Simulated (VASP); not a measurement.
# TiN (Fm-3m) in VASP: settings compared, part 2 of 2

VASP 6.6.1. The steps go on from the part before.

### 4 Relaxation of cell and atoms, PBE

File INCAR:

```
PREC = Accurate
ENCUT = 600
EDIFF = 1E-7
ISMEAR = 0
SIGMA = 0.1
LREAL = F
LASPH = T
NELM = 80
ALGO = Normal
ISIF = 3
LWAVE = F
LCHARG = F
GGA = PE
IBRION = 2
NSW = 90
EDIFFG = -0.005
```

File KPOINTS:

```
regular mesh
0
Gamma
  18 18 18
```

File POSCAR:

```
TiN
1.0
    0.0000000000      2.1206234500      2.1206234500
    2.1206234500      0.0000000000      2.1206234500
    2.1206234500      2.1206234500      0.0000000000
Ti N
1 1
Direct
    0.0000000000      0.0000000000      0.0000000000
    0.5000000000      0.5000000000      0.5000000000
```

Potentials or basis: VASP PAW PBE potentials, release 64 (Ti_sv, N).

On the command line:

```sh
$ cat potpaw_PBE.64/Ti_sv/POTCAR potpaw_PBE.64/N/POTCAR > POTCAR
$ mpirun -np 1 vasp_std > vasp.out
```

OUTCAR:

```text
PREC = Accurate
   ENCUT = 600
   EDIFF = 1E-7
   ISMEAR = 0
   LREAL = F
   LASPH = T
   NELM = 80
   ISIF = 3
   GGA = PE
   IBRION = 2
   NSW = 90
   EDIFFG = -0.005

 ion  position               nearest neighbor table
   1  0.000  0.000  0.000-   2 2.12   2 2.12   2 2.12   2 2.12   2 2.12   2 2.12
   2  0.500  0.500  0.500-   1 2.12   1 2.12   1 2.12   1 2.12   1 2.12   1 2.12

  LATTYP: Found a face centered cubic cell.
 ALAT       =     4.2412469000

  Lattice vectors:

 A1 = (   0.0000000000,   2.1206234500,   2.1206234500)
 A2 = (   2.1206234500,   0.0000000000,   2.1206234500)
 A3 = (   2.1206234500,   2.1206234500,   0.0000000000)

Analysis of symmetry for initial positions (statically):
=====================================================================
 Subroutine PRICEL returns:
 Original cell was already a primitive cell.

 Routine SETGRP: Setting up the symmetry group for a
 face centered cubic supercell.

 Subroutine GETGRP returns: Found 48 space group operations
 (whereof 48 operations were pure point group operations)
 out of a pool of 48 trial point group operations.

The static configuration has the point symmetry O_h .

Analysis of symmetry for dynamics (positions and initial velocities):
=====================================================================
 Subroutine PRICEL returns:
 Original cell was already a primitive cell.

 Routine SETGRP: Setting up the symmetry group for a
 face centered cubic supercell.

 Subroutine GETGRP returns: Found 48 space group operations
 (whereof 48 operations were pure point group operations)
 out of a pool of 48 trial point group operations.

The dynamic configuration has the point symmetry O_h .

 Subroutine INISYM returns: Found 48 space group operations
 (whereof 48 operations are pure point group operations),
 and found     1 'primitive' translations

----------------------------------------------------------------------------------------

                                     Primitive cell

  volume of cell :      19.0731

  direct lattice vectors                    reciprocal lattice vectors
     0.000000000  2.120623450  2.120623450    -0.235779718  0.235779718  0.235779718
     2.120623450  0.000000000  2.120623450     0.235779718 -0.235779718  0.235779718
     2.120623450  2.120623450  0.000000000     0.235779718  0.235779718 -0.235779718

  length of vectors
     2.999014444  2.999014444  2.999014444     0.408382452  0.408382452  0.408382452

  position of ions in fractional coordinates (direct lattice)
     0.000000000  0.000000000  0.000000000
     0.500000000  0.500000000  0.500000000

  ion indices of the primitive-cell ions
   primitive index   ion index
                 1           1
                 2           2

----------------------------------------------------------------------------------------

 KPOINTS: regular mesh

Automatic generation of k-mesh.
 Grid dimensions read from file:
 generate k-points for:   18   18   18

 Generating k-lattice:

  Cartesian coordinates                     Fractional coordinates (reciprocal lattice)
    -0.013098873  0.013098873  0.013098873     0.055555556  0.000000000  0.000000000
[... 54 lines left out ...]
   LNONCOLLINEAR =      F non collinear calculations
   LSORBIT =      F    spin-orbit coupling
   LASPH  =      T    aspherical Exc in radial PAW
   ENCUT  =  600.0 eV  44.10 Ry    6.64 a.u.   5.99  5.99  5.99*2*pi/ulx,y,z
   NELM   =     80;   NELMIN=  2; NELMDL= -5     # of ELM steps
   EDIFF  = 0.1E-06   stopping-criterion for ELM
   LREAL  =      F    real-space projection
   EDIFFG = -.5E-02   stopping-criterion for IOM
   NSW    =     90    number of steps for IOM
   IBRION =      2    ionic relax: 0-MD 1-quasi-New 2-CG
   NFREE  =      1    steps in history (QN), initial steepest desc. (CG)
   ISIF   =      3    stress and relaxation
   ISYM   =      2    0-nonsym 1-usesym 2-fastsym
   POTIM  = 0.5000    time-step for ionic-motion
   TEBEG  =    0.0;   TEEND  =   0.0 temperature during run
   PSTRESS=    0.0 pullay stress
   NELECT =      17.0000    total number of electrons
   NUPDOWN=      -1.0000    fix difference up-down
   EMIN   =  10.00;   EMAX   =-10.00  energy-range for DOS
   EFERMI =   0.00;   METHOD = LEGACY
   ISMEAR =     0;   SIGMA  =   0.10  broadening in eV -4-tet -1-fermi 0-gaus
   EFERMI_NEDOS =   21; number of points for ismear=-14 and -15
   IALGO  =     38    algorithm
   IMIX   =      4    mixing-type and parameters
     AMIX     =   0.40;   BMIX     =  1.00
     AMIX_MAG =   1.60;   BMIX_MAG =  1.00
  volume/ion in A,a.u.               =       9.54        64.36
  Fermi-wavevector in a.u.,A,eV,Ry     =   1.575497  2.977258 33.772256  2.482191
  Thomas-Fermi vector in A             =   2.676472
   LORBIT       =      0    0 simple, 1 ext, 2 COOP (PROOUT), +10 PAW based schemes
   GGA     = PE    functional components
   LHFCALC =     F    Hartree Fock is set to
   AEXX    =    0.0000 exact exchange contribution
   IVDW    =     0    specifies the selected vdW correction
   LEPSILON=     F    determine dielectric tensor
   LRPA    =     F    only Hartree local field effects (RPA)
 conjugate gradient relaxation of ions
 non-spin polarized calculation
 Gauss-broadening in eV      SIGMA  =   0.10
  energy-cutoff  :      600.00
  volume of cell :       19.07
 maximum number of plane-waves:       650
   NGX = 11   NGY = 11   NGZ = 11

--------------------------------------- Ionic step        1  -------------------------------------------

 number of electron      17.0000002 magnetization

 Free energy of the ion-electron system (eV)
  ---------------------------------------------------
  ext. energy  EPLUGINS =         0.00000000
  ---------------------------------------------------
  free energy    TOTEN  =       -19.63934009 eV

  energy without entropy =      -19.63508944  energy(sigma->0) =      -19.63721476

------------------------ aborting loop because EDIFF is reached ----------------------------------------

  FORCE on cell =-STRESS in cart. coord.  units (eV):
  Direction    XX          YY          ZZ          XY          YZ          ZX
  --------------------------------------------------------------------------------------
  -------------------------------------------------------------------------------------
  Total        0.1695503      0.1695503      0.1695503      0.0000000     -0.0000000      0.0000000
  in kB       14.2425731     14.2425731     14.2425731      0.0000000     -0.0000000      0.0000000
  external PRESSURE =      14.2425731 kB  Pullay stress =       0.0000000 kB
[... 59 lines left out ...]
--------------------------------------- Ionic step        3  -------------------------------------------

 number of electron      17.0000002 magnetization

 Free energy of the ion-electron system (eV)
  ---------------------------------------------------
  ext. energy  EPLUGINS =         0.00000000
  ---------------------------------------------------
  free energy    TOTEN  =       -19.63979281 eV

  energy without entropy =      -19.63550722  energy(sigma->0) =      -19.63765001

 E-fermi :  11.3834     XC(G=0): -12.9929

 val. band max:       11.3527681293   @ k =  -0.1667   0.1111   0.0000
 cond. band min:      11.3879460079   @ k =   0.1111   0.0556   0.0000
 fundamental gap:      0.0351778786
 Fermi energy:        11.3834422361

 k-point     1 :       0.0000    0.0000    0.0000
  band No.  band energies     occupation
      1     -46.4957      2.00000
      2     -22.4792      2.00000
      3     -22.4792      2.00000
      4     -22.4792      2.00000
      5      -5.6898      2.00000
      6       9.3446      2.00000
      7       9.3446      2.00000
      8       9.3446      2.00000
      9      10.7720      2.00000
     10      10.7720      2.00000
     11      10.7720      2.00000
     12      11.9547      0.00000
[... 331 lines left out ...]
 k-point    24 :      -0.2222    0.0556    0.0000
  band No.  band energies     occupation
      1     -46.4495      2.00000
      2     -22.7856      2.00000
      3     -22.5265      2.00000
      4     -22.4973      2.00000
      5      -4.6606      2.00000
      6       5.9328      2.00000
      7       7.0024      2.00000
      8       7.3094      2.00000
      9      11.6140      0.00111
     10      11.8209      0.00000
     11      12.2990      0.00000
     12      14.2904      0.00000

 [... further k-points ...]

------------------------ aborting loop because EDIFF is reached ----------------------------------------

  FORCE on cell =-STRESS in cart. coord.  units (eV):
  Direction    XX          YY          ZZ          XY          YZ          ZX
  --------------------------------------------------------------------------------------
  -------------------------------------------------------------------------------------
  Total       -0.0011800     -0.0011800     -0.0011800     -0.0000000     -0.0000000      0.0000000
  in kB       -0.0986028     -0.0986028     -0.0986028     -0.0000000     -0.0000000      0.0000000
  external PRESSURE =      -0.0986028 kB  Pullay stress =       0.0000000 kB
[... 17 lines left out ...]
  FREE ENERGIE OF THE ION-ELECTRON SYSTEM (eV)
  ---------------------------------------------------
  free  energy   TOTEN  =       -19.6397928061 eV

  energy  without entropy=      -19.6355072237  energy(sigma->0) =      -19.63765001

 reached required accuracy - stopping structural energy minimisation
```

CONTCAR:

```text
TiN
   1.00000000000000
     0.0000000000000000    2.1243289787929931    2.1243289787929931
     2.1243289787929931   -0.0000000000000000    2.1243289787929931
     2.1243289787929931    2.1243289787929931   -0.0000000000000000
  Ti              N
     1     1
Direct
     0.0000000000000000    0.0000000000000000    0.0000000000000000
     0.5000000000000000    0.5000000000000000    0.5000000000000000

  0.00000000E+00  0.00000000E+00  0.00000000E+00
  0.00000000E+00  0.00000000E+00  0.00000000E+00
```

Wall time 41 s (1 thread of Intel Xeon 6975P-C (Granite Rapids), shared host); peak memory 0.19 GiB.

Results:

```yaml
Free_energy: -19.6398 eV
Relaxed_volume: 9.59 Å³/atom
Relaxed_cell: a = 3.004 Å, b = 3.004 Å, c = 3.004 Å, α = 60.00°, β = 60.00°, γ = 60.00°
Space_group_after_relaxing_to_0.05_Å: Fm-3m (No. 225)
Energy_gained_by_relaxing: 0.2 meV/atom
Ionic_steps: 3
Pressure_after_relaxing: 0.0 GPa
Band_gap_on_the_k_mesh: none (metal or under the smearing width)
```

Step by step:
```tsv
step	energy change (eV)	largest force (eV/Å)	pressure (GPa)	volume (Å³)
1	0.0000	0.0000	1.42	19.07
2	0.0004	0.0000	-1.89	19.31
3	-0.0005	0.0000	-0.01	19.17
```

Final structure:
```yaml
crystal:
  lattice:
    - [0.00000, 2.12433, 2.12433]
    - [2.12433, 0.00000, 2.12433]
    - [2.12433, 2.12433, 0.00000]
  atoms:
    - { symbol: Ti, position: [0.00000, 0.00000, 0.00000] }
    - { symbol: N, position: [0.50000, 0.50000, 0.50000] }
```

Levels at points of the mesh, in eV from the Fermi level:
```tsv
k point	band 5	band 6	band 7	band 8	band 9	band 10	band 11	band 12
(0.00, 0.00, 0.00)	-17.07	-2.04	-2.04	-2.04	-0.61	-0.61	-0.61	0.57
(0.50, 0.00, 0.00)	-14.64	-8.05	-5.45	-5.45	1.67	1.67	2.33	5.69
(0.50, 0.50, 0.00)	-15.67	-5.82	-3.23	-3.23	-3.04	1.62	2.36	2.36
```

### 5 The runs side by side

| level | potentials or basis | gap on the mesh (eV) | pressure (GPa) | relaxed volume (Å³/atom) |
| --- | --- | --- | --- | --- |
| PBEsol | VASP PAW PBE potentials, release 64 (Ti_sv, N) | none | -0.1 | 9.30 |
| LDA | VASP PAW LDA potentials, release 64 (Ti_sv, N) | none | 0.0 | 9.10 |
| PBE | VASP PAW PBE potentials, release 64 (Ti_sv, N) | none | 0.0 | 9.59 |

Alike in all rows: task relaxation of cell and atoms; no spin polarisation; cell relaxed; k mesh 18 × 18 × 18; cutoff (eV) 600; smearing gaussian 0.1 eV.

Caveats: the PAW data sets were made with another functional, which shifts forces and pressure a little (some runs).

Total energies depend on the potentials used, so only differences within one code and one set of settings carry meaning.
